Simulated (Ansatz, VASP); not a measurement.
One calculation of CoSi2, two programs

```
Co Si
1.0
     0.00000    2.58720    2.58720
     2.58720    0.00000    2.58720
     2.58720    2.58720    0.00000
Co Si
1 2
Direct
  0.00000 0.00000 0.00000
  0.25000 0.25000 0.25000
  0.75000 0.75000 0.75000
```

Alike in both runs: functional PBE; k mesh 11 × 11 × 11; occupations fermi-dirac, width 0.08 eV; no spin polarisation.

Ansatz relaxed the structure, and its values are those at the end. VASP's run is a single point on that final structure, the one shown.

|  | VASP | Ansatz |
| --- | --- | --- |
| version | VASP 6.6.1 | Ansatz 0.2.0 |
| potentials or method | VASP PAW PBE potentials, release 64 (Co, Si) | PAW with Ansatz's default frozen-core files, scalar-relativistic |
| plane-wave cutoff (eV) | 520 | 420 |
| valence electrons in the cell | 17 | 25 |

|  | VASP | Ansatz | Ansatz less VASP |
| --- | --- | --- | --- |
| pressure (GPa) | 23.8 | 24.0 | +0.18 |

With one functional, cell and mesh, what is left measures potentials, basis and numerics. The two sets of potentials don't hold the same shells in valence.

Caveats: so large a pressure means that the cell lies far from this level's equilibrium, or that cutoff or potentials fall short (VASP). Spin polarisation is off, so any magnetic state and its effect on volume and gap are missing.
